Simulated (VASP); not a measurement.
Runs of VASP 6.6.1 on Au. Symmetry: P6_3/mmc, No. 194, hexagonal system. Conventional cell: a = 3.094 Å, b = 3.094 Å, c = 5.264 Å, α = 90.00°, β = 90.00°, γ = 120.00°. Au (site symmetry -6m2) has 12 Au at 3.09 to 3.18 Å as nearest neighbours. This isn't the form of Au at room conditions, which is fcc.

```csv
cell,k mesh,gap on the mesh (eV),pressure (GPa)
"P6_3/mmc, 21.83 Å³/atom",14 × 14 × 7,none,-7.8
"P6_3/mmc, 17.93 Å³/atom",14 × 14 × 7,none,11.8
"P6_3/mmc, 19.49 Å³/atom",20 × 20 × 10,none,0.5
"P6_3/mmc, 17.15 Å³/atom",14 × 14 × 7,none,(a)
```

Alike in all rows: task single point; level BLYP; potentials or basis VASP PAW PBE potentials, release 64 (Au); no spin polarisation; cutoff (eV) 520; smearing fermi-dirac 0.1 eV.

Question: Fill in the values left out.

Answer: (a) 20.2.

Caveats: the PAW data sets were made with another functional, which shifts forces and pressure a little (some runs); so large a pressure means that the cell lies far from this level's equilibrium, or that cutoff or potentials fall short (some runs); the potentials were made for another functional, which shifts forces and pressure (some runs).

A k mesh can miss the band edges, and the runs leave out spin-orbit coupling on Au.

A gap of «none» marks a metal or a gap under the smearing width.
